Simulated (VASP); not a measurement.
A run of VASP 6.6.1 is set up as follows.

The input INCAR:

```
SYSTEM = Te
PREC = Accurate
ENCUT = 520
EDIFF = 1E-7
ISMEAR = 0
SIGMA = 0.03
LREAL = .False.
LASPH = .True.
NELM = 80
ALGO = Fast
ISIF = 2
LWAVE = .False.
LCHARG = .False.
NBANDS = 16
KPAR = 4
```

File KPOINTS:

```
Automatic mesh
0
Gamma
  9 9 6
  0 0 0
```

POSCAR

```
Te                                      
1.0
    4.3110270030      0.0000000000     -0.0000000000
   -2.1555135015      3.7334589010     -0.0000000000
    0.0000000000      0.0000000000      5.9737348384
  Te            
     3
Direct
     0.2853094364969323    0.0000000000000000    0.3333333332999970
     0.0000000000000000    0.2853094364969323    0.6666666667000030
     0.7146905635030677    0.7146905635030677    1.0000000000000000
```

The input KPOINTS_OPT:

```
explicit points
258
Reciprocal
 0.0000000000  0.0000000000  0.0000000000 1
 0.0263157895  0.0000000000  0.0000000000 1
 0.0526315789  0.0000000000  0.0000000000 1
 0.0789473684  0.0000000000  0.0000000000 1
 0.1052631579  0.0000000000  0.0000000000 1
 0.1315789474  0.0000000000  0.0000000000 1
[... 250 lines left out ...]
 0.5000000000  0.0000000000  0.0329991900 1
 0.5000000000  0.0000000000 -0.0329991900 1
```

Potentials or basis: VASP PAW LDA potentials, release 64 (Te).

Launch:

```console
$ cat potpaw_LDA.64/Te/POTCAR > POTCAR
$ mpirun -np 4 vasp_std > vasp.out
```

Q: Predict the largest force.

A: 0.043 eV/Å.

Q: Predict the band gap along the path.

A: None (metal or under the smearing width).

Q: What does it give for the pressure?

A: -1.1 GPa.

Levels at the corners of the path, in eV from the Fermi level:
```
point  band 5  band 6  band 7  band 8  band 9  band 10  band 11  band 12  band 13  band 14
    Γ   -2.58   -2.58   -1.77   -1.77   -1.13     0.97     0.97     1.66     4.81     4.81
    M   -4.64   -4.02   -3.87   -0.82   -0.70     0.53     0.54     2.43     3.71     7.72
    M   -4.64   -4.02   -3.87   -0.82   -0.70     0.53     0.54     2.43     3.71     7.72
    K   -4.58   -3.44   -3.44   -3.29   -3.25     2.99     2.99     3.17     4.94     5.65
    K   -4.58   -3.44   -3.44   -3.29   -3.25     2.99     2.99     3.17     4.94     5.65
    Γ   -2.58   -2.58   -1.77   -1.77   -1.13     0.97     0.97     1.66     4.81     4.81
    Γ   -2.58   -2.58   -1.77   -1.77   -1.13     0.97     0.97     1.66     4.81     4.81
    A   -2.64   -2.64   -1.24   -0.83   -0.83     0.23     0.29     0.29     3.66     5.06
    A   -2.64   -2.64   -1.24   -0.83   -0.83     0.23     0.29     0.29     3.66     5.06
    L   -3.67   -3.64   -2.76   -2.50   -0.34     0.32     1.99     2.62     4.20     4.66
    L   -3.67   -3.64   -2.76   -2.50   -0.34     0.32     1.99     2.62     4.20     4.66
    H   -5.40   -5.40   -0.87   -0.03    0.00     0.00     0.89     0.89     6.00     6.28
    H   -5.40   -5.40   -0.87   -0.03    0.00     0.00     0.89     0.89     6.00     6.28
    A   -2.64   -2.64   -1.24   -0.83   -0.83     0.23     0.29     0.29     3.66     5.06
    L   -3.67   -3.64   -2.76   -2.50   -0.34     0.32     1.99     2.62     4.20     4.66
    M   -4.64   -4.02   -3.87   -0.82   -0.70     0.53     0.54     2.43     3.71     7.72
    K   -4.58   -3.44   -3.44   -3.29   -3.25     2.99     2.99     3.17     4.94     5.65
    H   -5.40   -5.40   -0.87   -0.03    0.00     0.00     0.89     0.89     6.00     6.28
```

Caveat: spin-orbit coupling is left out, which moves the levels of the heavy elements.
